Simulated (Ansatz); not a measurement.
# Ti (P6_3/mmc) in Ansatz: notebook

Runs on Ti. Level: PBEsol+D3(BJ). Tasks: single point, equation of state.

All numbers are computed with Ansatz 0.2.0; they aren't measurements. Logs are shortened: lines on timing, memory, paths and dates and some standing lists are left out, and cuts for length are marked.

## 1. The structure

Symmetry: P6_3/mmc, No. 194, hexagonal system. The conventional cell has a = 2.950 Å, b = 2.950 Å, c = 4.680 Å, α = 90.00°, β = 90.00°, γ = 120.00°. Ti (site symmetry -6m2) has 12 Ti at 2.89 to 2.95 Å as nearest neighbours.

## 2. Single point, PBEsol+D3(BJ), 16.58 Å³/atom (volume scaled by 0.94)

Input file input.yaml:

```yaml
crystal:
  lattice:
    - [2.8897790207, 0.0, 0.0]
    - [-1.4448895104, 2.5026220433, 0.0]
    - [0.0, 0.0, 4.5844629888]
  atoms:
    - { symbol: Ti, position: [0.6666666667, 0.3333333333, 0.75] }
    - { symbol: Ti, position: [0.3333333333, 0.6666666667, 0.25] }
hamiltonian:
  xc: pbesol
  pseudopotentials: { kind: paw }
  dispersion: d3bj
kpoints:
  mp_grid: { grid: [10, 10, 6] }
scf:
  occupations: { method: fermi_dirac, width: 0.05 }
output:
  forces: true
  stress: true
  eigenvalues: true
```

Potentials or basis: Ansatz PAW.

Command:

```console
> ansatz run input.yaml --threads 2 --pin off --max-ram 5120MiB --backend cpu --events-out ev --progress --plain --runs-dir out
```

Output:

```text
Warning: RAYON_NUM_THREADS=2 ignored (pool sized by the plan → 2); use --threads N
Engine: ansatz 0.2.0, aarch64-unknown-linux-gnu
Pseudopotentials: kind: paw
Pseudopotential: Ti, paw, valence charge 12, recommended cutoff 420 eV (normal), Ti.paw.azcp
Functional definition: PBEsol
  exchange = pbesol_x
  correlation = pbesol_c
Crystal: 2 atoms, lattice volume = 33.155 Å³
Basis set: ecut = 420 eV, 627 PW (Γ), exchange–correlation on 40×40×64 points (8 copies of the dense FFT grid, shifted against one another)
Bands: 16, of which v1, the nominal top of the filled ones, is band 12 counted from 1 (11 counted from 0)
Symmetry: 24 space group operations
Space group: P63/mmc (ITA 194), of the structure as read, at distance tolerance 3.2e-5 Å
k-points: 56 of 600
Non-local potential: Ti, projectors of the file, l = 0: 3, l = 1: 2, l = 2: 3, l = 3: 1
PAW form: soft (Blöchl's): semilocal exchange-correlation on the pseudo side does not see the compensation charge
PAW frozen core: Ti, regenerated for the run's functional, and the local potential with it (the file was generated under x = pbe(κ = 0.804, μ = 0.2195149727645171), c = pbe(β = 0.06672455060314922))
PAW one-centre angular grid: Ti, 590 points (default); XC on 64 Gauss nodes
Initial density: superposition of atomic densities (neutral atoms: chi_scale 0, normalization atom), corrected by the library's trained network
Initial wavefunctions: pseudopotential atomic-orbital guess
Functional: x = pbesol(κ = 0.804, μ = 0.12345679012345678), c = pbesol(β = 0.046)
SCF iter   1: F=—  HF=-4949.062377 eV  |F-HF|=—  |Δ(HF+E_count)|=         —  Δρ=8.44e-3  dr2=1.77e-2  ethr=1.77e-3  ⟨swp⟩=4.1  Hψ=3620  notcnv=0
preconditioner: auto → none  [metal: Δε(μ)=0.015 eV  Ē_g=2.976 eV  σ=0.050 eV  W_gap=0.07  n_scr=8 (ndim 8)  ℏωp=18.2 eV  f_vac=0.000  D(μ)=2.34/eV (n_scr^D=22)  sad-step TF]
SCF iter   2: F=—  HF=-4949.057240 eV  |F-HF|=—  |Δ(HF+E_count)|=   5.14e-3  Δρ=3.88e-3  dr2=3.91e-3  ethr=7.37e-5  ⟨swp⟩=2.1  Hψ=1549  notcnv=0
SCF iter   3: F=—  HF=-4949.056118 eV  |F-HF|=—  |Δ(HF+E_count)|=   1.12e-3  Δρ=3.23e-4  dr2=1.08e-5  ethr=1.63e-5  ⟨swp⟩=3.0  Hψ=1750  notcnv=0
SCF iter   4: F=—  HF=-4949.056097 eV  |F-HF|=—  |Δ(HF+E_count)|=   2.12e-5  Δρ=3.71e-5  dr2=1.20e-7  ethr=4.51e-8  ⟨swp⟩=2.0  Hψ=1479  notcnv=0
iter 5 did not close the SCF: its close was put off for the readings that it lacked (scf_convergence_deferred on its scf_iter line)
SCF iter   5: F=-4949.056097 eV  HF=-4949.056097 eV  |F-HF|=3.96e-9  |Δ(HF+E_count)|=   2.39e-7  Δρ=4.42e-6  dr2=4.72e-9  ethr=5.02e-10  ⟨swp⟩=2.2  Hψ=1304  notcnv=0
SCF iter   6: F=-4949.056097 eV  HF=-4949.056097 eV  |F-HF|=2.41e-10  |Δ(HF+E_count)|=   1.39e-9  Δρ=1.09e-6  dr2=2.85e-10  ethr=1.97e-11  ⟨swp⟩=1.7  Hψ=2692  notcnv=0
SCF 1 converged in 6 iterations: F = -4949.056097 eV  dr2 = 2.85e-10
SCF converged after 6 iterations
Free energy (F): -4949.056097 eV
Harris-Foulkes:  -4949.056097 eV  (|F-HF|=2.41e-10)
Internal energy: -4949.036817 eV  (E = F + TS)
E sigma→0 (E₀):  -4949.046457 eV
Entropy (-TS):   -0.019280 eV (-9.640 meV/atom)
Fermi energy:    13.992828 eV
--- Per-component energies (eV) ---
  E_band       = -296.420779
  E_kinetic    = 546.631434
  E_local      = -1575.079545  (includes V_loc(G=0)·N_el)
  E_nonlocal   = 18.834296
  E_hartree    = 649.222522
  E_xc         = -194.045388
  E_vxc        = -243.868832  (∫ρ·V_xc dr)
  E_paw        = -2045.201972  (= ΣΔE_a)
  E_vpaw       = -341.384001  (= ΣTr[D̂ρ^β])
  E_aug_tail   = 0.000208  (compensation charges beyond the density's cutoff)
  E_ewald      = -2348.419241
  E_disp       = -1.257900  (pairwise vdW)
  E_core_change = 0.278769  (= ΣΔE_core)
  E_smearing   = -0.019280  (= −TS)
  E_closure    = 0.000000  (closes the sum)
  Σ components = -4949.056097   (vs F -4949.056097, Δ=0.00e0)
--- Forces (eV/Å), atoms counted from 1 ---
  atom   1  Ti    -0.00000000    -0.00000000     0.00000000
  atom   2  Ti     0.00000000     0.00000000     0.00000000
  max |Σ_I F_I| component: 3.70e-17 eV/Å
--- Stress (GPa, compression-positive) ---
       -4.868449      -0.000000       0.000000
       -0.000000      -4.868449       0.000000
        0.000000       0.000000      -5.461164
  P = ⅓ Tr σ = -5.0660 GPa (-50.660 kbar)
--- Band table (eV; the first three rows and the last of 56) ---
  k-point 0: bands = ["-42.5002", "-42.3310", "-19.2706", "-18.5150", "-18.5150", "-18.4333", "-18.3978", "-18.3978", "7.7106", "11.1951", "14.8068", "14.8068", "14.8885", "14.9244", "15.3425", "15.3425"]
  k-point 1: bands = ["-42.4890", "-42.3425", "-19.2168", "-18.5072", "-18.5072", "-18.4920", "-18.4057", "-18.4057", "7.9538", "11.0860", "14.5045", "14.7063", "14.7063", "14.7883", "15.2117", "15.2117"]
  k-point 2: bands = ["-42.4584", "-42.3738", "-19.0684", "-18.6501", "-18.4859", "-18.4859", "-18.4273", "-18.4273", "8.6405", "10.5769", "14.0293", "14.4442", "14.6252", "14.6252", "14.9386", "14.9386"]
  k-point 55: bands = ["-42.3163", "-42.3163", "-19.0619", "-19.0619", "-18.8188", "-18.8188", "-18.5482", "-18.5482", "12.3905", "12.3905", "13.1466", "13.1466", "13.7998", "13.7998", "15.7431", "15.7431"]
```

It took 0.76 s on 2 threads of Arm Neoverse V2, shared host; peak memory 0.3 GiB.

What came out:

* Free energy: -4949.0561 eV
* Pressure: -5.1 GPa
* Band gap on the k mesh: none (metal or under the smearing width)

Caveat: pairwise dispersion overbinds metals, which lowers pressure and volume; the PAW data sets come from PBE, with cores solved anew for the run's functional, which leaves a small shift of forces and pressure.

## 3. Single point, PBEsol+D3(BJ), 16.93 Å³/atom (volume scaled by 0.96)

Edit input.yaml of step 2 so:

```diff
@@ -2,5 +2,5 @@
   lattice:
-    - [2.8897790207, 0.0, 0.0]
-    - [-1.4448895104, 2.5026220433, 0.0]
-    - [0.0, 0.0, 4.5844629888]
+    - [2.9101302477, 0.0, 0.0]
+    - [-1.4550651239, 2.5202467229, 0.0]
+    - [0.0, 0.0, 4.6167490031]
   atoms:
```

Potentials or basis: Ansatz PAW.

Command:

```console
> ansatz run input.yaml --threads 2 --pin off --max-ram 5120MiB --backend cpu --events-out ev --progress --plain --runs-dir out
```

It took 0.77 s on 2 threads of Arm Neoverse V2, shared host; peak memory 0.3 GiB.

It converged, with:

- Free energy: -4949.0288 eV
- Pressure: -7.3 GPa
- Band gap on the k mesh: none (metal or under the smearing width)

Caveat: pairwise dispersion overbinds metals, which lowers pressure and volume; the PAW data sets come from PBE, with cores solved anew for the run's functional, which leaves a small shift of forces and pressure.

## 4. Single point, PBEsol+D3(BJ), 17.28 Å³/atom (volume scaled by 0.98)

Edit input.yaml of step 3 so:

```diff
@@ -2,5 +2,5 @@
   lattice:
-    - [2.9101302477, 0.0, 0.0]
-    - [-1.4550651239, 2.5202467229, 0.0]
-    - [0.0, 0.0, 4.6167490031]
+    - [2.9302007457, 0.0, 0.0]
+    - [-1.4651003729, 2.537628284, 0.0]
+    - [0.0, 0.0, 4.6485896576]
   atoms:
```

Command:

```console
> ansatz run input.yaml --threads 2 --pin off --max-ram 5120MiB --backend cpu --events-out ev --progress --plain --runs-dir out
```

It took 0.77 s on 2 threads of Arm Neoverse V2, shared host; peak memory 0.31 GiB.

The run converged. Its results:

```yaml
Free_energy: -4948.9922 eV
Pressure: -9.3 GPa
Band_gap_on_the_k_mesh: none (metal or under the smearing width)
```

Caveat: pairwise dispersion overbinds metals, which lowers pressure and volume; the PAW data sets come from PBE, with cores solved anew for the run's functional, which leaves a small shift of forces and pressure.

## 5. Single point, PBEsol+D3(BJ), 17.64 Å³/atom

Edit input.yaml of step 4 so:

```diff
@@ -2,5 +2,5 @@
   lattice:
-    - [2.9302007457, 0.0, 0.0]
-    - [-1.4651003729, 2.537628284, 0.0]
-    - [0.0, 0.0, 4.6485896576]
+    - [2.95, 0.0, 0.0]
+    - [-1.475, 2.5547749412, 0.0]
+    - [0.0, 0.0, 4.68]
   atoms:
```

Command:

```console
> ansatz run input.yaml --threads 2 --pin off --max-ram 5120MiB --backend cpu --events-out ev --progress --plain --runs-dir out
```

Wall time 0.79 s (2 threads of Arm Neoverse V2, shared host); peak memory 0.31 GiB.

The run converged. Its results:

```yaml
Free_energy: -4948.9471 eV
Pressure: -11.1 GPa
Band_gap_on_the_k_mesh: none (metal or under the smearing width)
```

Caveat: pairwise dispersion overbinds metals, which lowers pressure and volume; the PAW data sets come from PBE, with cores solved anew for the run's functional, which leaves a small shift of forces and pressure.

## 6. Single point, PBEsol+D3(BJ), 17.99 Å³/atom (volume scaled by 1.02)

Edit input.yaml of step 5 so:

```diff
@@ -2,5 +2,5 @@
   lattice:
-    - [2.95, 0.0, 0.0]
-    - [-1.475, 2.5547749412, 0.0]
-    - [0.0, 0.0, 4.68]
+    - [2.9695369932, 0.0, 0.0]
+    - [-1.4847684966, 2.5716944736, 0.0]
+    - [0.0, 0.0, 4.7109942807]
   atoms:
@@ -20 +20,5 @@
   eigenvalues: true
+  write_density: true
+  write_potential: true
+  elf: true
+  volumetric_format: npy
```

Potentials or basis: Ansatz PAW.

Command:

```console
> ansatz run input.yaml --threads 2 --pin off --max-ram 5120MiB --backend cpu --events-out ev --progress --plain --runs-dir out
```

Run time: 1 s. Hardware: 2 threads of Arm Neoverse V2, shared host; peak memory 0.31 GiB.

It converged, with:

| Quantity | Value |
| --- | --- |
| Free energy | -4948.8942 eV |
| Pressure | -12.8 GPa |
| Band gap on the k mesh | none (metal or under the smearing width) |

Caveat: pairwise dispersion overbinds metals, which lowers pressure and volume; the PAW data sets come from PBE, with cores solved anew for the run's functional, which leaves a small shift of forces and pressure.

## 7. Single point, PBEsol+D3(BJ), 18.34 Å³/atom (volume scaled by 1.04)

Edit input.yaml of step 6 so:

```diff
@@ -2,5 +2,5 @@
   lattice:
-    - [2.9695369932, 0.0, 0.0]
-    - [-1.4847684966, 2.5716944736, 0.0]
-    - [0.0, 0.0, 4.7109942807]
+    - [2.9888202413, 0.0, 0.0]
+    - [-1.4944101206, 2.5883942563, 0.0]
+    - [0.0, 0.0, 4.7415860099]
   atoms:
@@ -20,5 +20 @@
   eigenvalues: true
-  write_density: true
-  write_potential: true
-  elf: true
-  volumetric_format: npy
```

Command:

```console
> ansatz run input.yaml --threads 2 --pin off --max-ram 5120MiB --backend cpu --events-out ev --progress --plain --runs-dir out
```

Run time: 0.8 s. Hardware: 2 threads of Arm Neoverse V2, shared host; peak memory 0.31 GiB.

The run converged. Its results:

```yaml
Free_energy: -4948.8345 eV
Pressure: -14.3 GPa
Band_gap_on_the_k_mesh: none (metal or under the smearing width)
```

Caveat: pairwise dispersion overbinds metals, which lowers pressure and volume; the PAW data sets come from PBE, with cores solved anew for the run's functional, which leaves a small shift of forces and pressure.

## 8. Single point, PBEsol+D3(BJ), 18.69 Å³/atom (volume scaled by 1.06)

Edit input.yaml of step 7 so:

```diff
@@ -2,5 +2,5 @@
   lattice:
-    - [2.9888202413, 0.0, 0.0]
-    - [-1.4944101206, 2.5883942563, 0.0]
-    - [0.0, 0.0, 4.7415860099]
+    - [3.0078578261, 0.0, 0.0]
+    - [-1.5039289131, 2.6048812885, 0.0]
+    - [0.0, 0.0, 4.7717880089]
   atoms:
@@ -20 +20,5 @@
   eigenvalues: true
+  write_density: true
+  write_potential: true
+  elf: true
+  volumetric_format: npy
```

Command:

```console
> ansatz run input.yaml --threads 2 --pin off --max-ram 5120MiB --backend cpu --events-out ev --progress --plain --runs-dir out
```

It took 1.1 s on 2 threads of Arm Neoverse V2, shared host; peak memory 0.32 GiB.

The run converged. Its results:

```yaml
Free_energy: -4948.7683 eV
Pressure: -15.7 GPa
Band_gap_on_the_k_mesh: none (metal or under the smearing width)
```

Caveat: pairwise dispersion overbinds metals, which lowers pressure and volume; the PAW data sets come from PBE, with cores solved anew for the run's functional, which leaves a small shift of forces and pressure.

## 9. Equation of state, PBEsol+D3(BJ)

Potentials or basis: Ansatz PAW.

No new run: the results of the series are fitted here.

Results:

```
Equilibrium volume                        : 15.89 Å³/atom (rough: see the caveat)
Bulk modulus at fixed shape and positions : 128 GPa (rough)
```

Energy against volume, from the lowest point:
```
volume (Å³/atom)  energy (meV/atom)
          16.577               0.00
          16.930              13.64
          17.283              31.96
          17.636              54.52
          17.988              80.93
          18.341             110.82
          18.694             143.88
```

Caveat: the minimum lies outside the volumes run; the cell was scaled at fixed shape and fractional positions, which overstates the stiffness of a crystal with free parameters, most of all of layers and chains.
